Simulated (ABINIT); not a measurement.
# Ta2S: equation of state with PBE

The system is Ta2S.

```
CELL_PARAMETERS angstrom
2.80481 0.00000 0.00000
0.00000 2.80481 0.00000
0.00000 0.00000 7.53372
ATOMIC_POSITIONS crystal
Ta 0.50000 0.50000 0.18593
Ta 0.50000 0.50000 0.81407
S 0.50000 0.50000 0.50000
```

The cell was built by a generator and needn't be a form met in nature.

```yaml
Program: ABINIT 10.8.3 (patched build)
Task: equation of state
Functional: PBE
Potentials_or_basis: JTH PAW PBE v2.0
Cutoff: 544 eV
k_mesh: 9 × 9 × 4
Occupations: fermi-dirac, width 0.05 eV
Spin: no spin polarisation
```

| Property | Result |
| --- | --- |
| Equilibrium volume | 19.78 Å³/atom |
| Bulk modulus at fixed shape and positions | 127 GPa |
| Pressure derivative of the bulk modulus | 3.6 |

Energy against volume, from the lowest point:
```
volume (Å³/atom)  energy (meV/atom)
          18.570              32.40
          18.966              14.21
          19.361               3.73
          19.756               0.00
          20.151               2.58
          20.546              10.94
          20.941              24.49
```

Run time: 5.8 min on 1 thread of Arm Neoverse V1 (shared host), peak memory 0.19 GiB.

Caveat: pressures at fixed basis lie under the slope of the energies; the cell was scaled at fixed shape and fractional positions, which overstates the stiffness of a crystal with free parameters, most of all of layers and chains. The run has no spin-orbit coupling, so splittings on Ta are missing.
